Hexagonal-diamond silicon is a bulk crystal in which each atom has four neighbours, as in ordinary silicon, but the layers are stacked differently. Its repeating cell has two equal edges, a and b, and a longer edge c. The table gives the pressure of this crystal at six volumes per atom, calculated with the r2SCAN density functional, and leaves two larger volumes open. A positive pressure means that the crystal is squeezed, and a negative one that it is held stretched. The column stress xx gives the load along a direction in the plane of a and b, and stress zz gives the load along c. By symmetry the second direction in the plane, yy, carries the same load as xx, and the pressure is the average of the three.

Ansatz 0.2.0, r2SCAN density functional theory with plane waves and PAW potentials, for hexagonal-diamond silicon (P6_3/mmc, 4 atoms per cell). The runs are spin-unpolarised, with a wave cutoff of 500 eV, a 12×12×4 k mesh and fixed occupations, and the atoms were relaxed with r2SCAN in each strained cell. Pressure and stress are positive in compression.

```
volume (Å³/atom)     c/a  shortest distance (Å)  pressure (GPa)  stress xx (GPa)  stress zz (GPa)
          18.901  1.6547                  2.303           7.160            7.070            7.350
          19.545  1.6547                  2.329           3.210            3.180            3.280
          19.861  1.6547                  2.341           1.510            1.490            1.530
          20.061  1.6465                  2.350           0.510            0.190            1.140
          20.162  1.6548                  2.353           0.000            0.010            0.000
          20.334  1.6441                  2.361          -0.790           -1.180           -0.030
          21.082  1.6547                  2.387               ?                ?                ?
          22.031  1.6548                  2.422               ?                ?                ?
```

(a) Which of the six computed rows belong on one curve of pressure against volume? Why do the remaining rows still lie close to it?

Solution. The ratio c/a sorts the rows. At 18.901, 19.545, 19.861 and 20.162 Å³ it is the same to within 0.0001, so these cells are one shape at different sizes. The last of them carries practically no stress and serves as the starting point. The two open rows share its shape as well, so they continue this same curve.

The other two cells were changed in shape. At 20.061 Å³ only c was shortened, and the load falls mainly on zz, 1.14 GPa against 0.19 GPa along xx. At 20.334 Å³ the edges a and b were stretched while c was free to adjust, so zz is almost relaxed and xx carries the tension. Volume alone therefore does not fix the single stresses.

Yet the pressure falls steadily with volume through all six rows. Equal scaling loads the three directions almost equally: at the smallest volume zz exceeds xx by only 0.28 GPa out of about 7. Elastic theory links this to the reshaped cells. If equal scaling gives equal stresses, a small change of shape at constant volume moves load from one direction to another and leaves the average unchanged. Here c is slightly stiffer, so a small shift remains. Measured from the fitted curve of part (b), with pressures that have more digits than the table, it is about 0.015 GPa in both reshaped rows, close to what this difference in stiffness leads one to estimate.

(b) Predict the pressure at 21.082 and 22.031 Å³, with an error bar, and say how zz will compare with xx.

Solution. The simplest forecast extends the slope found just below the stress-free volume as a straight line. It gives −4.6 and −9.4 GPa. This treats a stretched crystal as being as stiff as a compressed one, and the known rows already speak against that. The bulk modulus, which is the pressure change per fractional change of volume, is about 118 GPa between the two smallest volumes but only about 100 GPa between 19.861 and 20.162 Å³.

Part of this softening is geometry. Suppose that every length changes by the fraction x and that the energy rises as in a perfect spring, equally for stretching and shortening. With E the energy and V the volume per atom, V0 the stress-free volume and B0 the bulk modulus there, the pressure P follows in three steps:

E = ½ K x², with K = 9 B0 V0

V = V0 (1 + x)³

P = −dE/dV = −3 B0 x / (1 + x)²

The denominator is the growth of the cell's faces. When the crystal is stretched, the same force is spread over a larger area, so the tension rises more slowly than the strain.

The smallest cell tests whether springs are enough. Its lengths are 2.13% shorter than in the stress-free cell, and with B0 = 97 GPa, the value fitted below, the spring formula gives about 6.5 GPa. The table has 7.16 GPa. The real crystal resists compression more strongly than a crystal of perfect springs, so its energy curve must be lopsided.

A molecule of two atoms shows where such a lopsided curve comes from. When the atoms are pushed together, their outer electrons are confined more tightly and pushed against the filled inner shells, and the repulsion rises steeply. The attraction varies more gently with distance. A bond therefore pushes back harder when shortened than it pulls back when lengthened by the same amount.

The comparison carries over because equal scaling changes all bond lengths together and leaves the bond angles almost untouched. It has a limit: a molecule has no volume and hence no bulk modulus, so only the shape of its energy curve is borrowed. That this shape comes from fast-fading repulsion is standard theory. The pressures show the lopsidedness but do not split it into repulsion and attraction.

For a number, the lopsided curve needs a formula. The Birch-Murnaghan equation measures the strain by a quantity f in which a plain parabola of energy is already steeper on the compressed side:

f = [(V0/V)^(2/3) − 1] / 2

P = 3 B0 f (1 + 2f)^(5/2) [1 + 1.5 (B′ − 4) f]

Here B′ tells how fast the bulk modulus grows with pressure. A crystal of perfect springs would have B′ = 1, and an energy exactly parabolic in f gives B′ = 4. A least-squares fit to the four equally scaled rows, with V0 held at 20.162 Å³, gives B0 = 97.0 GPa and B′ = 4.1. Only three of these rows have a pressure different from zero, so B′ is known only roughly.

The estimate for 22.031 Å³, a row that had no part in the fit, runs as follows:

f = [(20.162/22.031)^(2/3) − 1] / 2 = −0.0287

3f (1 + 2f)^(5/2) = −0.0743

P = 97.0 GPa × (−0.0743) × 0.994 = −7.16 GPa

The last factor is the correction for B′ differing from 4, and it changes the result by less than 1%. With unrounded constants the result is −7.15 GPa. The same steps give −3.94 GPa at 21.082 Å³.

The error bars allow B0 to be wrong by 0.5% and B′ by 0.3. These allowances are a judgement, since so few rows give no reliable statistics. They make the forecasts −3.94 ± 0.05 GPa and −7.15 ± 0.13 GPa. The bar widens with stretching because both errors count for more, the one in B′ most of all, the further the crystal is from its stress-free volume.

The stiffer c direction should now carry slightly more tension, just as it carried slightly more compression before. The forecast is that zz is more negative than xx in both rows, by less than 0.4 GPa. This is less certain at the larger volume, because a small difference between two large stresses extrapolates badly.

(c) The computed values for the two stretched cells follow. Where do the forecasts hold, and what do the misses mean?

The withheld rows as computed:

```
volume (Å³/atom)     c/a  shortest distance (Å)  pressure (GPa)  stress xx (GPa)  stress zz (GPa)
          21.082  1.6547                  2.387          -3.930           -3.890           -4.010
          22.031  1.6548                  2.422          -7.100           -7.030           -7.240
```

Solution. Both pressures lie within their error bars. The computed values are −3.93 and −7.10 GPa, so the forecasts miss by about 0.01 and 0.05 GPa, in each case by less than 1% of the computed pressure. The straight line gives 17% and 32% too much tension. The softening inferred mainly from squeezed cells thus continues on the stretched side.

The two misses have the same sign: the crystal pulls back slightly less than forecast, and the gap widens with volume. A slightly smaller B0 together with a slightly larger B′ would shift both forecasts the right way, and changes about as large as the uncertainties of the fit would be enough. A further term in the energy curve, left out of the formula, could do the same. Two misses of this size do not decide between these explanations.

The bulk modulus shows the softening most plainly. Between the two stretched cells it has fallen to 72 GPa, where the curve gave 73 GPa. Between the two smallest cells it was 118 GPa. Over this range of volume the crystal loses well over a third of its resistance to a further change of volume, although every atom keeps its four neighbours. The bonds are not broken; they have moved to a part of their energy curve that bends less, where each further lengthening adds less force, and the faces over which they pull have grown.

The forecast for the single stresses also holds. In the stretched cells zz is more negative than xx, by 0.12 and 0.21 GPa. The extra stiffness of c fades too: a stretch of 3.0% produces a smaller difference than a compression of 2.13% did. The forecast was a wide one, however, and its success confirms the direction of the effect rather than its size.

For practical use, an elastic constant taken near zero stress is a safe guide only for small strains. Carried to the stretched cells here, it overstates the tension, and the error grows with the strain. On the compressed side the same constant errs the other way and understates the pressure. For a neighbouring case the reasoning starts from the same two questions: how stiff the crystal is at its stress-free volume, and how much faster its repulsion changes with distance than its attraction.

The stretched values are not strengths. The repeating cell holds four atoms, so every cell must stretch alike, and no crack or slip can begin at a single place. The calculation also leaves out heat and the zero-point motion of the atoms, both of which would shift the stress-free volume of a real sample. Only one functional was used, and no test of convergence with the wave cutoff or the k mesh is shown.
